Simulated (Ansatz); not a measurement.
# TiO2: a sublattice displacement scan

The task, for TiO2: measure how stiffly every Ti atom is held.

Computed with Ansatz 0.2.0 (DFT PBE, scalar-relativistic, plane waves, PAW, unless a step's input says otherwise).

1 further run of the same task is left out (set aside as unsound or not needed).

### Step 1. The structure to begin with

It takes space group P4_2/mnm (No. 136, tetragonal). The conventional cell has a = 4.643 Å, b = 4.643 Å, c = 2.964 Å, α = 90.00°, β = 90.00°, γ = 90.00°. Around Ti (site symmetry mmm) lie 6 O at 1.96 to 2.00 Å. Around O (site symmetry m2m) lie 3 Ti at 1.96 to 2.00 Å.

Structure file:

```cif
data_structure
_symmetry_space_group_name_H-M 'P4_2/mnm'
_symmetry_Int_Tables_number 136
_cell_length_a 4.6431
_cell_length_b 4.6431
_cell_length_c 2.9640
_cell_angle_alpha 90.000
_cell_angle_beta 90.000
_cell_angle_gamma 90.000
_cell_volume 63.90
loop_
_atom_site_label
_atom_site_type_symbol
_atom_site_symmetry_multiplicity
_atom_site_Wyckoff_symbol
_atom_site_fract_x
_atom_site_fract_y
_atom_site_fract_z
_atom_site_occupancy
Ti1 Ti 2 a 0.00000 0.00000 0.00000 1
O1 O 4 f 0.30511 0.30511 0.00000 1
```

It is the result of an earlier relaxation at this level (volume 10.65 Å³/atom; gap on the mesh: 1.86 eV).

### Step 2. The undisturbed cell

input.yaml reads:

```yaml
crystal:
  lattice:
    - [4.6430645122, 0.0, 0.0]
    - [0.0, 4.6430645122, 0.0]
    - [0.0, 0.0, 2.964024399]
  atoms:
    - { symbol: Ti, position: [0.0, 0.0, 0.0] }
    - { symbol: Ti, position: [0.5, 0.5, 0.5] }
    - { symbol: O, position: [0.3051105247, 0.3051105247, 0.0] }
    - { symbol: O, position: [0.1948894753, 0.8051105247, 0.5] }
    - { symbol: O, position: [0.6948894753, 0.6948894753, 0.0] }
    - { symbol: O, position: [0.8051105247, 0.1948894753, 0.5] }
basis:
  ecutwfc: 420
kpoints:
  mp_grid: { grid: [6, 6, 10] }
hamiltonian:
  xc: pbe
scf:
  occupations: { method: gaussian, width: 0.05 }
output:
  forces: true
  stress: true
  eigenvalues: true
  write_density: true
  write_potential: true
  elf: true
  volumetric_format: npy
```

The run is started by

```console
$ ansatz run input.yaml --threads 1 --pin off --max-ram 2560MiB --backend cpu --events-out ev --progress --plain --runs-dir out
```

### Step 3. Next: a sublattice displacement scan

Every Ti atom is moved by x along the Cartesian unit vector (0.000, 0.000, 1.000); the cell and all other atoms stay fixed. Forces below are components along that vector, summed over the moved atoms.

### Step 4. At x = -0.500 Å

Edit input.yaml of step 2 so:

```diff
@@ -6,4 +6,4 @@
   atoms:
-    - { symbol: Ti, position: [0.0, 0.0, 0.0] }
-    - { symbol: Ti, position: [0.5, 0.5, 0.5] }
+    - { symbol: Ti, position: [0.0, 0.0, -0.1686895695] }
+    - { symbol: Ti, position: [0.5, 0.5, 0.3313104305] }
     - { symbol: O, position: [0.3051105247, 0.3051105247, 0.0] }
@@ -24,5 +24 @@
   eigenvalues: true
-  write_density: true
-  write_potential: true
-  elf: true
-  volumetric_format: npy
```

### Step 5. x = 0.375 Å

Edit input.yaml of step 4 so:

```diff
@@ -6,4 +6,4 @@
   atoms:
-    - { symbol: Ti, position: [0.0, 0.0, -0.1686895695] }
-    - { symbol: Ti, position: [0.5, 0.5, 0.3313104305] }
+    - { symbol: Ti, position: [0.0, 0.0, 0.1265171772] }
+    - { symbol: Ti, position: [0.5, 0.5, 0.6265171772] }
     - { symbol: O, position: [0.3051105247, 0.3051105247, 0.0] }
```

### Step 6. Point x = -0.250 Å

Edit input.yaml of step 5 so:

```diff
@@ -6,4 +6,4 @@
   atoms:
-    - { symbol: Ti, position: [0.0, 0.0, 0.1265171772] }
-    - { symbol: Ti, position: [0.5, 0.5, 0.6265171772] }
+    - { symbol: Ti, position: [0.0, 0.0, -0.0843447848] }
+    - { symbol: Ti, position: [0.5, 0.5, 0.4156552152] }
     - { symbol: O, position: [0.3051105247, 0.3051105247, 0.0] }
```

### Step 7. At x = 0.125 Å

Edit input.yaml of step 6 so:

```diff
@@ -6,4 +6,4 @@
   atoms:
-    - { symbol: Ti, position: [0.0, 0.0, -0.0843447848] }
-    - { symbol: Ti, position: [0.5, 0.5, 0.4156552152] }
+    - { symbol: Ti, position: [0.0, 0.0, 0.0421723924] }
+    - { symbol: Ti, position: [0.5, 0.5, 0.5421723924] }
     - { symbol: O, position: [0.3051105247, 0.3051105247, 0.0] }
```

### Step 8. Point x = 0.438 Å

Edit input.yaml of step 7 so:

```diff
@@ -6,4 +6,4 @@
   atoms:
-    - { symbol: Ti, position: [0.0, 0.0, 0.0421723924] }
-    - { symbol: Ti, position: [0.5, 0.5, 0.5421723924] }
+    - { symbol: Ti, position: [0.0, 0.0, 0.1476033734] }
+    - { symbol: Ti, position: [0.5, 0.5, 0.6476033734] }
     - { symbol: O, position: [0.3051105247, 0.3051105247, 0.0] }
```

### Step 9. x = 0.312 Å

Edit input.yaml of step 8 so:

```diff
@@ -6,4 +6,4 @@
   atoms:
-    - { symbol: Ti, position: [0.0, 0.0, 0.1476033734] }
-    - { symbol: Ti, position: [0.5, 0.5, 0.6476033734] }
+    - { symbol: Ti, position: [0.0, 0.0, 0.105430981] }
+    - { symbol: Ti, position: [0.5, 0.5, 0.605430981] }
     - { symbol: O, position: [0.3051105247, 0.3051105247, 0.0] }
```

### Step 10. x = 0.188 Å

Edit input.yaml of step 9 so:

```diff
@@ -6,4 +6,4 @@
   atoms:
-    - { symbol: Ti, position: [0.0, 0.0, 0.105430981] }
-    - { symbol: Ti, position: [0.5, 0.5, 0.605430981] }
+    - { symbol: Ti, position: [0.0, 0.0, 0.0632585886] }
+    - { symbol: Ti, position: [0.5, 0.5, 0.5632585886] }
     - { symbol: O, position: [0.3051105247, 0.3051105247, 0.0] }
```

### Step 11. x = 0.062 Å

Edit input.yaml of step 10 so:

```diff
@@ -6,4 +6,4 @@
   atoms:
-    - { symbol: Ti, position: [0.0, 0.0, 0.0632585886] }
-    - { symbol: Ti, position: [0.5, 0.5, 0.5632585886] }
+    - { symbol: Ti, position: [0.0, 0.0, 0.0210861962] }
+    - { symbol: Ti, position: [0.5, 0.5, 0.5210861962] }
     - { symbol: O, position: [0.3051105247, 0.3051105247, 0.0] }
```

(Steps that only read results are left out.)

Q: Predict the outcome of this session.

**Answer**, as computed:

```
                                                        quantity                                      value
force constant along x, from the points at -0.250, 0 and 0.062 Å  1.42 eV/Å² for the 2 moved atoms together
```

What this shows: Near the site the force constant is 1.42 eV/Å² for the 2 atoms together, 0.71 on average. The step of 0.25 Å is wide, so anharmonic terms mix in. The energy drops below the reference, by 2.3 meV/cell at x = 0.062. The gap on the mesh stays between 1.86 and 3.96 eV.
